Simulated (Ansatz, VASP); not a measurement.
# Two plane-wave programs on Te2Pt

The input INCAR:

```
SYSTEM = Te2Pt
ALGO = Fast
EDIFF = 1E-6
EDIFFG = -0.005
ENCUT = 600
GGA = PE
IBRION = 2
ISIF = 3
ISMEAR = -1
LASPH = .True.
LCHARG = .False.
LREAL = .False.
LWAVE = .False.
NELM = 100
NSW = 100
PREC = Accurate
SIGMA = 0.05
```

Contents of KPOINTS:

```
k-points
0
Gamma
  10 10 6
  0 0 0
```

Contents of POSCAR:

```
Te2Pt
1.0
    3.8993644183      0.0000000000      0.0000000000
   -1.9496822091      3.3769486448      0.0000000000
    0.0000000000      0.0000000000      6.2389830692
Pt Te
1 2
Direct
    0.0000000000      0.0000000000      0.0000000000
    0.3333333333      0.6666666667      0.2500000000
    0.6666666667      0.3333333333      0.7500000000
```

Input for Ansatz:

```yaml
crystal:
  lattice:
    - [3.8993644183, 0.0, 0.0]
    - [-1.9496822091, 3.3769486448, 0.0]
    - [0.0, 0.0, 6.2389830692]
  atoms:
    - { symbol: Pt, position: [0.0, 0.0, 0.0] }
    - { symbol: Te, position: [0.3333333333, 0.6666666667, 0.25] }
    - { symbol: Te, position: [0.6666666667, 0.3333333333, 0.75] }
kpoints:
  mp_grid: { grid: [10, 10, 6] }
scf:
  occupations: { method: fermi_dirac, width: 0.05 }
hamiltonian:
  xc: pbe
  pseudopotentials: { kind: paw }
output:
  forces: true
  stress: true
  write_density: true
  write_potential: true
  elf: true
  volumetric_format: npy
relax:
  f_tol: 0.005
  max_steps: 80
  cell: {}
```

Alike in both runs: task relaxation of cell and atoms; functional PBE; k mesh 10 × 10 × 6; occupations fermi-dirac, width 0.05 eV; no spin polarisation.

|  | VASP | Ansatz |
| --- | --- | --- |
| version | VASP 6.6.1 | Ansatz 0.2.0 |
| potentials or method | VASP PAW PBE potentials, release 64 (Pt, Te) | PAW with Ansatz's default frozen-core files, scalar-relativistic |
| plane-wave cutoff (eV) | 600 | 420 |
| valence electrons in the cell | 22 | 50 |

```tsv
	VASP	Ansatz	Ansatz less VASP
relaxed volume (Å³/atom)	25.88	25.99	+0.110
relaxed cell length with the largest relative difference (Å)	5.364	5.383	+0.0189
energy change over the relaxation (meV/atom)	-84	-83	+0.7
```

The two sets of potentials don't hold the same shells in valence.

Caveats: this functional lacks dispersion, which binds the layers, so the pressure and a relaxed spacing across them are unreliable. The runs have no spin-orbit coupling, so splittings on Pt, Te are missing.
